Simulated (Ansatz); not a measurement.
Method: DFT PBE, scalar-relativistic, plane waves, PAW in Ansatz. Settings: cutoff 420 eV, Γ-centred meshes spaced at most about 0.3 Å⁻¹, and about 0.25 Å⁻¹ or finer for metals (2π included), Gaussian smearing. No spin polarisation in the final relaxations.

Temperature and zero-point effects are left out.

Compare these two cells of P, each relaxed at this level.

A.

```
CELL_PARAMETERS angstrom
-3.33582 3.33582 3.33582
3.33582 -3.33582 3.33582
3.33582 3.33582 -3.33582
ATOMIC_POSITIONS crystal
P 0.19606 0.19606 0.19606
P 0.50000 0.00000 0.30394
P 0.30394 0.50000 0.00000
P 0.00000 0.30394 0.50000
P 0.80394 0.80394 0.80394
P 0.50000 0.00000 0.69606
P 0.69606 0.50000 0.00000
P 0.00000 0.69606 0.50000
```

B.

```
CELL_PARAMETERS angstrom
2.44431 0.00000 0.00000
0.00000 2.44431 0.00000
0.00000 0.00000 2.44431
ATOMIC_POSITIONS crystal
P 0.00000 0.00000 0.00000
```

Question: Which would you expect to be lower, and how large is the difference?

Answer: B is lower, by 0.33 eV/atom. A has space group Ia-3 (No. 206), 18.6 Å³/atom and no gap on its mesh; B has the simple cubic type, space group Pm-3m (No. 221), 14.6 Å³/atom and no gap. Counting all near atoms (those within 1.25 times the shortest such distance or 1.15 times the sum of covalent radii), A has P 4 and B has P 6. The denser one is the lower, and pressure would at first widen the difference. In A, P is surrounded by 1 P at 2.27 Å and 3 P at 2.41 Å. In B, P has 6 P at 2.44 Å. Both come from invented guesses. The part of the Crystallography Open Database at hand lists P in space groups No. 2, 13, 64, 123; no cell shown has one of them.

Cells relaxed within their symmetry can be saddle points.
